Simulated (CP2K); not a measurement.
The system is MgTe.

```
CELL_PARAMETERS angstrom
4.57074 0.00000 0.00000
2.28537 3.95837 0.00000
2.28537 1.31946 3.73199
ATOMIC_POSITIONS crystal
Te 0.25000 0.25000 0.25000
Mg 0.00000 0.00000 0.00000
```

The cell comes from a database or a generator and needn't be the stable form of this composition.

Base run:

```yaml
Program: CP2K 2026.2
Functional: LDA
Potentials_or_basis: POTENTIAL_UZH Te GTH-PBE-q6, Mg GTH-PBE-q10; TZVP-MOLOPT-PBE-GTH basis
Density_cutoff: 19048 eV
k_mesh: 7 × 7 × 7
Occupations: fermi-dirac, width 0.05 eV
Spin: no spin polarisation
```

Its results: band gap on the k mesh 1.98 eV, direct; pressure 0.2 GPa.

Question: The run is repeated on the same cell with these changes: functional from LDA to optB88-vdW. What comes out?

Answer: Band gap on the k mesh 2.26 eV, direct; pressure 1.2 GPa.

Caveats: the potentials were made for another functional, which shifts forces and pressure; spin-orbit coupling is left out, which moves the levels of the heavy elements; the basis of atomic orbitals isn't converged, which shifts pressures, moduli and gaps.

